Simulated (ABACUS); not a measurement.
## Ti: equation of state with PBE

The system is Ti.

```xyz
1
Lattice="-1.6410 1.6410 1.6410 1.6410 -1.6410 1.6410 1.6410 1.6410 -1.6410" Properties=species:S:1:pos:R:3 pbc="T T T"
Ti    0.0000    0.0000    0.0000
```

This isn't the form of Ti at room conditions, which is hcp.

| Quantity | Value |
| --- | --- |
| Program | ABACUS 3.10.1 |
| Task | equation of state |
| Functional | PBE |
| Potentials or basis | PseudoDojo NC SR 0.5 PBE standard |
| Cutoff | 1143 eV |
| Density cutoff | 4572 eV |
| Basis | plane waves |
| k mesh | 9 × 9 × 9 |
| Occupations | fermi-dirac, width 0.05 eV |
| Spin | no spin polarisation |
| Radial cutoff of the potentials (pseudo_rcut) | 10 bohr |
| SCF threshold on the density | 1e-08 |
| Max SCF steps | 100 |
| Eigensolver | dav |
| Mixing | broyden |
| Mixing share | 0.7 |
| Symmetry key | 1 |

* Equilibrium volume: 17.29 Å³/atom
* Bulk modulus: 107 GPa
* Pressure derivative of the bulk modulus: 3.6 (rough: it moves with the points fitted)

Energy against volume, from the lowest point:
| volume (Å³/atom) | energy (meV/atom) |
| --- | --- |
| 16.616 | 9.24 |
| 17.323 | 0.00 |
| 18.030 | 9.87 |
| 18.737 | 35.59 |

All runs of the series together: 6.7 s on 4 threads of AMD EPYC 9R14 (Zen 4) (shared host).
